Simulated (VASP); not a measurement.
**CdSe (F-43m): a series in biaxial strain in the (110) plane**

How do the elastic response and the band edges of CdSe follow biaxial strain in the (110) plane?

Program: VASP 6.6.1. Level of theory: LDA; plane waves and PAW (Cd, Se); cell typed or built by script, in the first sound run; inputs show where later runs differ. Results are calculated unless marked as measured.

### 1. Set-up

Symmetry: F-43m, No. 216, cubic system. The conventional cell has a = 6.050 Å, b = 6.050 Å, c = 6.050 Å, α = 90.00°, β = 90.00°, γ = 90.00°. Nearest to Cd lie 4 Se at 2.62 Å. Se has 4 Cd at 2.62 Å nearest. Farther neighbours and most contacts between anions are not listed.

As a file:

```xyz
2
Lattice="0.0000 3.0250 3.0250 3.0250 0.0000 3.0250 3.0250 3.0250 0.0000" Properties=species:S:1:pos:R:3 pbc="T T T"
Cd    0.0000    0.0000    0.0000
Se    1.5125    1.5125    1.5125
```

### 2. Relax the crystal, LDA

The series starts from the cell that this level prefers, so that zero strain is near zero stress.

This step took 2 runs in a row; the last is shown.

Level: LDA; plane waves and PAW (Cd, Se); cell typed or built by script.

Input file INCAR:

```
SYSTEM = CdSe
PREC = Accurate
ENCUT = 450
EDIFF = 1E-07
NELM = 120
ISMEAR = 0
SIGMA = 0.02
LREAL = .FALSE.
ALGO = Normal
GGA = CA
NBANDS = 15
LASPH = .TRUE.
LORBIT = 11
LWAVE = .FALSE.
LCHARG = .FALSE.
KPAR = 16
IBRION = 2
NSW = 40
ISIF = 3
EDIFFG = -0.005
POTIM = 0.4
```

Input file POSCAR:

```
CdSe
1.0
    0.0000000000      3.0102352751      3.0102352751
    3.0102352751      0.0000000000      3.0102352751
    3.0102352751      3.0102352751      0.0000000000
Cd Se
1 1
Direct
    0.0000000000      0.0000000000      0.0000000000
    0.2500000000      0.2500000000      0.2500000000
```

Input file KPOINTS:

```
Automatic mesh
0
Gamma
9 9 9
0 0 0
```

The projector-augmented-wave data sets are Cd and Se (LDA family, release 64).

Run with:

```sh
> mpirun -np 16 vasp_std
```

Output:

```text
[banner, memory and clock lines left out]
running   16 mpi-ranks, on    1 nodes
[...]
|                                                                             |
|           W    W    AA    RRRRR   N    N  II  N    N   GGGG   !!!           |
|           W    W   A  A   R    R  NN   N  II  NN   N  G    G  !!!           |
|           W    W  A    A  R    R  N N  N  II  N N  N  G       !!!           |
|           W WW W  AAAAAA  RRRRR   N  N N  II  N  N N  G  GGG   !            |
|           WW  WW  A    A  R   R   N   NN  II  N   NN  G    G                |
|           W    W  A    A  R    R  N    N  II  N    N   GGGG   !!!           |
|                                                                             |
|     For optimal performance we recommend to set                             |
|       NCORE = 2 up to number-of-cores-per-socket                            |
|     NCORE specifies how many cores store one orbital (NPAR=cpu/NCORE).      |
|     This setting can greatly improve the performance of VASP for DFT.       |
[...]
|     Unfortunately you need to use the default for GW and RPA                |
|     calculations (for HF NCORE is supported but not extensively tested      |
|     yet).                                                                   |
|                                                                             |

 LDA part: xc-table for (Slater(with rela. corr.)+CA(PZ))
 , standard interpolation
 POSCAR, INCAR and KPOINTS ok, starting setup
[...]
entering main loop
       N       E                     dE             d eps       ncg     rms          rms(c)
DAV:   1     0.101608436630E+03    0.10161E+03   -0.81555E+03  1058   0.960E+02
DAV:   2    -0.319394261801E+01   -0.10480E+03   -0.98807E+02  1239   0.254E+02
DAV:   3    -0.711613717192E+01   -0.39222E+01   -0.39144E+01  1309   0.512E+01
DAV:   4    -0.713291401481E+01   -0.16777E-01   -0.16776E-01  1267   0.333E+00
[...]
DAV:  11    -0.676197850730E+01   -0.45949E-05   -0.17463E-05  1113   0.373E-02    0.124E-02
DAV:  12    -0.676197807923E+01    0.42807E-06   -0.17261E-06  1344   0.198E-02    0.468E-03
DAV:  13    -0.676197812872E+01   -0.49491E-07   -0.21885E-07  1127   0.299E-03
   1 F= -.67619781E+01 E0= -.67619781E+01  d E =-.676198E+01
[...]
reached required accuracy - stopping structural energy minimisation
```

Elapsed: 8.6 s, on 16 MPI ranks of Intel Xeon Platinum 8259CL at 2.50GHz (Skylake/Cascade Lake), shared host; peak memory 2.6 GiB; 85 s of CPU time.

Lines that name or quote the potential files are left out of all logs, and their timing lines are given in words.

From OUTCAR (step 2):

```text
  Total       -0.0057860     -0.0057860     -0.0057860      0.0000000      0.0000000      0.0000000
  in kB       -0.1699248     -0.1699248     -0.1699248      0.0000000      0.0000000      0.0000000
  external PRESSURE =      -0.1699248 kB  Pullay stress =       0.0000000 kB

 POSITION                                       TOTAL-FORCE (eV/Angst)
 -----------------------------------------------------------------------------------
      0.00000      0.00000      0.00000         0.000000      0.000000      0.000000
      1.50512      1.50512      1.50512        -0.000000     -0.000000     -0.000000
 -----------------------------------------------------------------------------------
    total drift:                               -0.000000     -0.000000     -0.000000

  FREE ENERGIE OF THE ION-ELECTRON SYSTEM (eV)
  ---------------------------------------------------
  free  energy   TOTEN  =        -6.7619781287 eV

  energy  without entropy=       -6.7619781287  energy(sigma->0) =       -6.76197813

 reached required accuracy - stopping structural energy minimisation

[... 3 further parts left out ...]
[key lines of the parts left out:]
E-fermi :   1.2255
```

Numbers from this step:

```
energy(sigma→0) of the program : -6.7620 eV
stress, compression positive   : -0.02 along [110], -0.02 across it (mean), GPa
volume                         : 54.555 Å³
ionic steps                    : 1
```

### 3. Strain along the normal, LDA

One member in full: the plane is strained by -2 %, and the strain along the normal is moved by secant steps until the normal stress is under 0.012 GPa or five steps are spent; the atoms relax at each step.

This step took 3 runs, each at a new trial strain with the atoms of the one before; the last is shown.

Level: LDA; plane waves and PAW (Cd, Se); cell typed or built by script.

INCAR, as its differences from that of step 2:

```diff
@@ -15,7 +15,7 @@
 LCHARG = .FALSE.
-KPAR = 16
-IBRION = 2
-NSW = 40
-ISIF = 3
-EDIFFG = -0.005
-POTIM = 0.4
+KPAR = 4
+IBRION = 1
+NSW = 25
+ISIF = 2
+EDIFFG = -0.004
+POTIM = 0.3
```

Input file POSCAR:

```
CdSe
1.0
    0.0625560680      3.0125866380      2.9500305700
    3.0125866380      0.0625560680      2.9500305700
    3.0751427060      3.0751427060      0.0000000000
Cd Se
1 1
Direct
    0.0052661974      0.0052661974      0.9947338026
    0.2447338026      0.2447338026      0.2552661974
```

KPOINTS is that of step 2.

Run with:

```sh
> mpirun -np 4 vasp_std
```

Output:

```text
[banner, memory and clock lines left out]
running    4 mpi-ranks, on    1 nodes
[...]
LDA part: xc-table for (Slater(with rela. corr.)+CA(PZ))
 , standard interpolation
 POSCAR, INCAR and KPOINTS ok, starting setup
[...]
entering main loop
       N       E                     dE             d eps       ncg     rms          rms(c)
DAV:   1     0.979098855400E+02    0.97910E+02   -0.82733E+03  3902   0.963E+02
DAV:   2    -0.342027407821E+01   -0.10133E+03   -0.96612E+02  4499   0.251E+02
DAV:   3    -0.710726857719E+01   -0.36870E+01   -0.36807E+01  4394   0.497E+01
DAV:   4    -0.712299183528E+01   -0.15723E-01   -0.15723E-01  4786   0.322E+00
[...]
DAV:  11    -0.674997303202E+01   -0.44165E-05   -0.17630E-05  4324   0.382E-02    0.112E-02
DAV:  12    -0.674997258543E+01    0.44659E-06   -0.21365E-06  4625   0.223E-02    0.432E-03
DAV:  13    -0.674997262642E+01   -0.40992E-07   -0.18886E-07  4232   0.355E-03
   1 F= -.67499726E+01 E0= -.67499726E+01  d E =-.674997E+01
 BRION: g(F)=  0.458E-04 g(S)=  0.000E+00
[...]
N       E                     dE             d eps       ncg     rms          rms(c)
DAV:   1    -0.675000651493E+01   -0.33929E-04   -0.72231E-03  3757   0.573E-01    0.142E-02
DAV:   2    -0.675001146169E+01   -0.49468E-05   -0.56317E-05  4597   0.554E-02    0.559E-03
DAV:   3    -0.675001138444E+01    0.77250E-07   -0.36193E-07  4359   0.504E-03
   2 F= -.67500114E+01 E0= -.67500114E+01  d E =-.387580E-04
 BRION: g(F)=  0.211E-04 g(S)=  0.000E+00 retain N=  1 mean eig= 3.11
 eig:   3.110
[...]
N       E                     dE             d eps       ncg     rms          rms(c)
DAV:   1    -0.675002340611E+01   -0.11944E-04   -0.32173E-02  3757   0.121E+00    0.303E-02
DAV:   2    -0.675004529377E+01   -0.21888E-04   -0.25021E-04  4583   0.117E-01    0.120E-02
DAV:   3    -0.675004496657E+01    0.32719E-06   -0.16100E-06  4352   0.106E-02    0.739E-03
DAV:   4    -0.675004483519E+01    0.13138E-06   -0.48462E-07  4604   0.476E-03    0.836E-04
DAV:   5    -0.675004483664E+01   -0.14493E-08   -0.38619E-08  2148   0.148E-03
   3 F= -.67500448E+01 E0= -.67500448E+01  d E =-.334522E-04
 BRION: g(F)=  0.424E-09 g(S)=  0.000E+00 retain N=  1 mean eig= 3.12
 eig:   3.124
 reached required accuracy - stopping structural energy minimisation
```

Elapsed: 70 s, on 4 MPI ranks; peak memory 0.81 GiB.

Parts of OUTCAR (step 3):

```text
  Total        0.3205672      0.3205672      0.4329486     -0.3219990      0.0000000      0.0000000
  in kB        9.5958051      9.5958051     12.9598096     -9.6386645      0.0000000      0.0000000
  external PRESSURE =      10.7171399 kB  Pullay stress =       0.0000000 kB

 POSITION                                       TOTAL-FORCE (eV/Angst)
 -----------------------------------------------------------------------------------
      3.07514      3.07514      0.02854        -0.000000     -0.000000     -0.000086
      1.53757      1.53757      1.44648         0.000000      0.000000      0.000086
 -----------------------------------------------------------------------------------
    total drift:                                0.000000      0.000000     -0.000233

  FREE ENERGIE OF THE ION-ELECTRON SYSTEM (eV)
  ---------------------------------------------------
  free  energy   TOTEN  =        -6.7500448366 eV

  energy  without entropy=       -6.7500448366  energy(sigma->0) =       -6.75004484

[... 1 part as in an earlier step ...]

[... 3 further parts left out ...]
[key lines of the parts left out:]
E-fermi :   1.4356
```

Numbers from this step:

```
energy(sigma→0) of the program : -6.7500 eV
stress, compression positive   : 0.00 along [110], 1.61 across it (mean), GPa
ionic steps                    : 3
```

### 4. Band edges, HSE06

Short lines in KPOINTS_OPT sample the zone centre along and across the normal of the plane, for masses, and the other valleys.

Level: HSE06; plane waves and PAW (Cd, Se); cell typed or built by script.

Input file INCAR:

```
SYSTEM = CdSe
PREC = Accurate
ENCUT = 450
EDIFF = 1E-06
NELM = 100
ISMEAR = 0
SIGMA = 0.02
LREAL = .FALSE.
ALGO = Normal
LHFCALC = .TRUE.
AEXX = 0.25
GGA = PE
HFSCREEN = 0.2
LASPH = .TRUE.
NBANDS = 14
PRECFOCK = Fast
LWAVE = .FALSE.
LCHARG = .FALSE.
KPAR = 4
```

Input file POSCAR:

```
CdSe
1.0
    0.0625560680      3.0125866380      2.9500305700
    3.0125866380      0.0625560680      2.9500305700
    3.0751427060      3.0751427060      0.0000000000
Cd Se
1 1
Direct
    0.0048369161      0.0048369161      0.9951630839
    0.2451630839      0.2451630839      0.2548369161
```

Input file KPOINTS:

```
Automatic mesh
0
Gamma
5 5 5
0 0 0
```

Input file KPOINTS_OPT:

```
Line mode
6
Line-mode
Reciprocal
  0.00000000   0.00000000   0.00000000
  0.01730376   0.01730376   0.03460751

  0.00000000   0.00000000   0.00000000
 -0.01659975   0.01659975  -0.00000000

  0.31000000   0.31000000   0.00000000
  0.50000000   0.50000000   0.00000000

  0.00000000   0.31000000   0.31000000
  0.00000000   0.50000000   0.50000000

  0.45000000   0.45000000   0.45000000
  0.50000000   0.50000000   0.50000000

  0.45000000   0.00000000   0.00000000
  0.50000000   0.00000000   0.00000000

  0.42500000   0.42500000   0.00000000
  0.42549781   0.44897340   0.02447121

  0.50000000   0.50000000   0.50000000
  0.48340025   0.51659975   0.50000000
```

Run with:

```sh
> mpirun -np 4 vasp_std
```

Output:

```text
[banner, memory and clock lines left out]
running    4 mpi-ranks, on    1 nodes
[...]
|                                                                             |
|               ----> ADVICE to this user running VASP <----                  |
|                                                                             |
|     You enforced a specific xc type in the INCAR file but a different       |
|     [... a line on the potential file left out ...]
|     I HOPE YOU KNOW WHAT YOU ARE DOING!                                     |
|                                                                             |

 LDA part: xc-table for (Slater+PW92), standard interpolation
 found WAVECAR, reading the header
 POSCAR, INCAR and KPOINTS ok, starting setup
[...]
reading WAVECAR
 the WAVECAR file was read successfully
 initial charge from wavefunction
 entering main loop
       N       E                     dE             d eps       ncg     rms          rms(c)
DAV:   1    -0.681752890502E+01   -0.68175E+01   -0.11671E+00   762   0.127E+01    0.344E+00
DAV:   2    -0.680883574148E+01    0.86932E-02   -0.89237E-02   876   0.452E+00    0.178E+00
DAV:   3    -0.680284048991E+01    0.59953E-02   -0.15116E-02   900   0.166E+00    0.107E+00
DAV:   4    -0.680191856288E+01    0.92193E-03   -0.19485E-03   828   0.451E-01    0.646E-01
DAV:   5    -0.680173565037E+01    0.18291E-03   -0.30751E-04   798   0.139E-01    0.382E-01
DAV:   6    -0.680168725750E+01    0.48393E-04   -0.44541E-05   816   0.545E-02    0.222E-01
DAV:   7    -0.680167039031E+01    0.16867E-04   -0.78219E-06   792   0.245E-02    0.127E-01
DAV:   8    -0.680166567981E+01    0.47105E-05   -0.37946E-06   792   0.155E-02    0.724E-02
DAV:   9    -0.680166493702E+01    0.74278E-06   -0.15827E-06   798   0.961E-03
   1 F= -.68016649E+01 E0= -.68016649E+01  d E =-.198821E-16
 Start KPOINTS_OPT (optional k-point list driver)
k-point batch [1-27\48]
       N       E                     dE             ncg
DAV:   1     0.736125934991E+03   -0.70486E+04      772
DAV:   2    -0.276130778966E+04   -0.34974E+04      876
DAV:   3    -0.296680275409E+04   -0.20549E+03      846
DAV:   4    -0.296953683445E+04   -0.27341E+01      924
DAV:   5    -0.296955090142E+04   -0.14067E-01      912
DAV:   6    -0.296955101279E+04   -0.11137E-03      810
DAV:   7    -0.296955101433E+04   -0.15416E-05      738
DAV:   8    -0.296955101439E+04   -0.57504E-07      588
k-point batch [28-48\48]
       N       E                     dE             ncg
DAV:   1     0.370805939674E+04   -0.99897E+04      596
DAV:   2     0.990559235078E+03   -0.27175E+04      654
DAV:   3     0.849534725660E+03   -0.14102E+03      720
DAV:   4     0.847815217915E+03   -0.17195E+01      684
DAV:   5     0.847806615986E+03   -0.86019E-02      714
DAV:   6     0.847806562321E+03   -0.53665E-04      666
DAV:   7     0.847806561755E+03   -0.56650E-06      486
```

Run time: 23 min. Hardware: 4 MPI ranks; peak memory 1.2 GiB.

OUTCAR, selected parts (step 4):

```text
  LATTYP: Found a body centered orthorhombic cell.
 ALAT       =     4.1719732415
 B/A-ratio  =     1.0424104541
 C/A-ratio  =     1.4142135624

 Subroutine GETGRP returns: Found  4 space group operations
 (whereof  4 operations were pure point group operations)

The static configuration has the point symmetry C_2v.

 Found     27 irreducible k-points:

   k-points           NKPTS =     27   k-points in BZ     NKDIM =    125   number of bands    NBANDS=     14

   dimension x,y,z NGX =    30 NGY =   30 NGZ =   30
   dimension x,y,z NGXF=    60 NGYF=   60 NGZF=   60

   ENCUT  =  450.0 eV  33.07 Ry    5.75 a.u.   7.29  7.29  7.52*2*pi/ulx,y,z

   NELECT =      18.0000    total number of electrons

  exchange ACFDT corr.  =         0.00000000  see jH, gK, PRB 81, 115126

 E-fermi :   1.0946

 k-point     1 :       0.0000    0.0000    0.0000
  band No.  band energies     occupation
    ...
      5      -7.9855      2.00000
      6      -7.9811      2.00000
      7       0.7891      2.00000
      8       0.9424      2.00000
      9       0.9866      2.00000
     10       2.5849      0.00000
     11       7.6949      0.00000
     12       7.9572      0.00000
     13       8.1964      0.00000
     14      12.1885      0.00000

 k-point     2 :       0.2000   -0.0000    0.0000
  band No.  band energies     occupation
    ...
      5      -7.9867      2.00000
      6      -7.9814      2.00000
      7      -1.2531      2.00000
      8       0.4324      2.00000
      9       0.6304      2.00000
     10       4.0425      0.00000
     11       7.8498      0.00000
     12       8.2044      0.00000
     13       8.4854      0.00000
     14      11.8853      0.00000

 POSITION                                       TOTAL-FORCE (eV/Angst)
 -----------------------------------------------------------------------------------
      3.07514      3.07514      0.02854         0.000000      0.000000      0.023421
      1.53757      1.53757      1.44648        -0.000000     -0.000000     -0.023421
 -----------------------------------------------------------------------------------
    total drift:                               -0.000001     -0.000001     -0.000196

  FREE ENERGIE OF THE ION-ELECTRON SYSTEM (eV)
  ---------------------------------------------------
  free  energy   TOTEN  =        -6.8016649370 eV

  energy  without entropy=       -6.8016649370  energy(sigma->0) =       -6.80166494

[... 1 part as in an earlier step ...]

[... 7 further parts left out ...]
```

This run gave:

- energy(sigma→0) of the program: -6.8017 eV

### 5. The whole series

Hybrid runs start from orbitals of a short LDA run, not shown.

Runs beyond LDA use the data sets made with LDA; this shifts their levels slightly, and their total energies have another zero.

The other members went through these steps as far as the tables show, with the same cutoff and, step by step, the same mesh; 46 runs are not shown. The session took 15 core hours (wall time by ranks) on a shared machine.

```csv
in-plane strain (%),strain along the normal (%),"mean of the two in-plane stresses, tension positive (GPa)",energy above the unstrained row (meV/atom),"gap on the mesh, LDA (eV)"
-2.000,2.156,-1.610,5.967,0.379
-1.500,1.599,-1.212,3.443,0.393
-1.000,1.051,-0.811,1.604,0.406
-0.500,0.518,-0.397,0.452,0.416
0,-0.015,0.012,0.000,0.425
0.500,-0.550,0.417,0.263,0.385
1.000,-1.049,0.844,1.227,0.345
1.500,-1.544,1.267,2.904,0.303
2.000,-2.028,1.690,5.309,0.260
```

Slopes at zero strain, from cubics through all rows: strain ratio -1.055, stress over strain 83 GPa.

Band edges at HSE06, counted from the valence-band top at Γ, with one row partly withheld:

```csv
in-plane strain (%),gap (eV),conduction band at Γ (eV),Δ or X valley along z (eV),Δ or X valley along x (eV),"lowest conduction level at L, [111] (eV)","lowest conduction level at L, [-111] (eV)",second valence level below the top (eV),third valence level below the top (eV)
-2.000,1.598,1.598,3.638,3.830,3.549,3.251,0.044,0.198
-1.500,1.614,1.615,3.731,3.855,3.525,3.307,0.030,0.147
-1.000,?,?,3.811,3.879,3.502,3.360,0.018,0.098
-0.500,1.639,1.639,3.876,3.902,3.479,3.409,0.008,0.049
0,1.647,1.647,3.924,3.923,3.456,3.457,0.001,0.001
0.500,1.604,1.604,3.906,3.895,3.384,3.452,0.043,0.050
1.000,1.559,1.560,3.876,3.868,3.316,3.444,0.086,0.097
1.500,1.512,1.512,3.833,3.839,3.248,3.434,0.130,0.145
2.000,1.463,1.464,3.783,3.811,3.181,3.420,0.175,0.192
```

Conduction masses, in electron masses:

```csv
in-plane strain (%),"conduction mass at Γ, along the strain axis or the normal of the plane","conduction mass at Γ, across the strain axis or in the plane"
-2.000,0.109,0.120
-1.500,0.110,0.118
-1.000,0.111,0.117
-0.500,0.112,0.114
0,0.113,0.113
0.500,0.114,0.111
1.000,0.115,0.110
1.500,0.115,0.107
2.000,0.115,0.106
```

### 6. Fit and prediction

The quantity to fit is the conduction level at Γ above the mean of the three top valence levels at HSE06: 1.679, 1.674, 1.658, 1.648, 1.635, 1.621, 1.604, 1.586 eV in the rows shown.

Fitting a parabola to the 8 known rows (e: strain in %) gives E = − 0.003841 e² − 0.02325 e + 1.648 in eV; the residuals are 1.0e-4 eV r.m.s.

At e = -1 this predicts 1.6671 eV.

### 7. Prediction against calculation

The calculation gives 1.6673 eV, so the prediction is 0.0002 eV too low.

### 8. Results

```yaml
ratio_of_normal_to_in_plane_strain: -1.055
biaxial_modulus: 83 GPa
gap_of_the_unstrained_cell_hse06: 1.65 eV
slope_at_zero_strain_of_the_conduction_level_at_gamma_above_the_mean_of_the_three_top_valence_levels_hse06: -23 meV per %
error_of_the_predicted_row: -0.2 meV
```

What this shows: As a check, the curvature of the energy gives 83 GPa for the same modulus (energy per volume = M × strain²), 0 % from the slope of the stress. At HSE06 the lowest conduction valley is Γ throughout, and the gap runs between 1.46 and 1.65 eV. Hole masses are left out throughout, since the top bands are degenerate or cross in many series; of conduction masses, those of the Γ, L and (for Si and Ge under (001) strain) Δ valleys are kept where they change by under an eighth between rows. HSE06 ran on a coarser mesh than the semilocal levels. Spin-orbit coupling is left out at HSE06, so the valence splittings there lack it. Δ or X levels are the lowest on their line, refined by a parabola unless they lie at X; the gap is read from all points sampled and can differ from the lowest valley by some meV, or by tens of meV where strain moves the valence top off Γ. Temperature, zero-point motion and excitons are left out.

[Lines on the potential files, build, host, timing and source positions are cut from VASP's logs without a mark.]

[Logs are printed without paths, hosts, clocks, repeated set-up lines and the standing remarks that a program may print on its own settings, such as how far it seeks lower states.]

[Hosts, paths, dates, database ids (printed as entryN), source tags and the programs' standing remarks are cut or masked in the printed files.]

[In band tables of VASP the shares of atoms and orbitals are scaled to a sum of 1 inside the atoms' spheres.]
